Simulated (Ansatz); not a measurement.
## FePt

Level of theory: DFT, PBE, scalar-relativistic, collinear spin; plane waves to 420 eV with PAW datasets (Ansatz 0.2.0), 12×12×10 k-mesh, Gaussian smearing of 0.05 eV; PAW files: Ansatz's generated set soft_2.

```yaml
crystal:
  lattice:
    - [2.73418, 0.00000, 0.00000]
    - [0.00000, 2.73418, 0.00000]
    - [0.00000, 0.00000, 3.75329]
  atoms:
    - { symbol: Fe, position: [0.50000, 0.50000, 0.50000] }
    - { symbol: Pt, position: [0.00000, 0.00000, 0.00000] }
```

The chain of runs began from a cell as deposited in COD, expanded in volume.

The geometry is fixed. Moments are started on Fe in several ways. q is the propagation vector of an order in a doubled cell, in units of this cell's reciprocal vectors; doubled cells take an equivalent mesh or are counted from a ferromagnetic run in the same cell, unless said otherwise. Energies count from the first row, the state in which the cell was relaxed.

The starts:
- ferromagnetic
- no spin polarisation
- antiparallel, q = (0, 0, 1/2)
- antiparallel, q = (0, 1/2, 0)
- antiparallel, q = (0, 1/2, 1/2)
- small parallel moments

(1) Which start ends lowest, and how far above it lies the solution without spin polarisation?

Answer:

(1) Lowest, alike within 0.5 meV/atom: ferromagnetic; small parallel moments (which grew into the full parallel moments), though «antiparallel, q = (0, 0, 1/2)» lies within 2.8 meV/atom, too near to part. Without spin polarisation the energy is 392 meV/atom higher.

| start | largest typed moment (μB) | ΔE (meV/atom) | gap on the mesh (eV) | P (GPa) | final spin moments (μB) |
| --- | --- | --- | --- | --- | --- |
| ferromagnetic | 2.50 | 0.0 | metal | 0.0 | Fe 2.99; Pt 0.39 |
| no spin polarisation | 0.00 | 391.9 | metal | -16.3 | none |
| antiparallel, q = (0, 0, 1/2) | 2.50 | 2.8 | metal | -0.9 | Fe 3.00, -3.00 |
| antiparallel, q = (0, 1/2, 0) | 2.50 | 12.2 | metal | -1.2 | Fe 2.96, -2.96 |
| antiparallel, q = (0, 1/2, 1/2) | 2.50 | 103.2 | metal | 0.8 | Fe 3.00, -3.00 |
| small parallel moments | 0.50 | 0.0 | metal | 0.0 | Fe 2.99; Pt 0.39 |

The program noted a lower state or an instability beside: antiparallel, q = (0, 1/2, 1/2). The lower rows of the table may be what it saw.

The moments on the other atoms differ between rows, so the energies hold more than the order of the magnetic atoms.

The cell was relaxed in the state of the first row, and its shape doesn't suit: antiparallel, q = (0, 0, 1/2) (uneven stress of 2.6 GPa); antiparallel, q = (0, 1/2, 0) (uneven stress of 1.9 GPa); antiparallel, q = (0, 1/2, 1/2) (uneven stress of 2.9 GPa).

Without spin polarisation the pressure is 16.3 GPa lower than in the lowest state, so the magnetic solution wants the larger cell.

Only orders that fit these small cells were tried, so the real crystal's order may be another.

 Spin–orbit coupling is left out. Site moments are of spin, integrated over atomic spheres.

The state of the open shells isn't shown to be the lowest.
